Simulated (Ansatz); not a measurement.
Basis-set extrapolation for C₃H₄N₂, SMILES `c1c[nH]cn1` (PBE0-D4/def2-TZVP geometry, frozen core, the Gaussian-basis code of Ansatz). Multiplicity 1, RHF reference.

```json
{"": "HF", "cc-pV(T+d)Z": "-224.895387", "cc-pV(Q+d)Z": "-224.910994"}
{"": "MP2 correlation", "cc-pV(T+d)Z": "-0.880433", "cc-pV(Q+d)Z": "-0.938053"}
{"": "CCSD(T) correlation", "cc-pV(T+d)Z": "-0.936265", "cc-pV(Q+d)Z": "-0.988088"}
```

Energies in hartree. Use E(X) = E(∞) + A·exp(−5.46·√X) for Hartree–Fock and E(X) = E(∞) + B·X^(−3.05) for correlation, with X = 3 and 4.

**Question.** What is the CCSD(T) energy at the basis-set limit?

**Answer.** HF limit: -224.910994 + (-0.015607) × 0.30130 = -224.91570. Correlation limit: -0.988088 + (-0.051823) × 0.71189 = -1.02498. Total: -225.94068 hartree, 286.3 kJ/mol below CCSD(T)/cc-pV(T+d)Z.
